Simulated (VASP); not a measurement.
Fe, 2 atoms in the cell. Symmetry: P6_3/mmc, No. 194, hexagonal system. Conventional cell: a = 2.474 Å, b = 2.474 Å, c = 3.913 Å, α = 90.00°, β = 90.00°, γ = 120.00°. Around Fe (site symmetry -6m2) lie 12 Fe at 2.42 to 2.47 Å. This isn't the form of Fe at room conditions, which is bcc.

| Item | Value |
| --- | --- |
| Program | VASP 6.6.1 |
| Task | single point |
| Functional | revPBE |
| Potentials or basis | VASP PAW PBE potentials, release 64 (Fe) |
| Cutoff | 520 eV |
| k mesh | 16 × 16 × 9 |
| Occupations | fermi-dirac, width 0.1 eV |
| Spin | no spin polarisation |
| Dipole correction | no |
| Further INCAR settings | ALGO = Fast; EDIFF = 1e-06; NBANDS = 15 |

Potentials or basis: VASP PAW PBE potentials, release 64 (Fe).

The run is started by

```bash
$ cat potpaw_PBE.64/Fe/POTCAR > POTCAR
$ mpirun -np 1 vasp_std > vasp.out
```

Hardware: 1 thread of Intel(R) Xeon(R) Platinum 8559C (Emerald Rapids), with other jobs on the host.

Question: How long does it take, and how much memory?

Answer: It took 31 s on 1 thread of Intel(R) Xeon(R) Platinum 8559C (Emerald Rapids) (shared host), peak memory 0.15 GiB. Counts: scf iterations 14, k points 150.
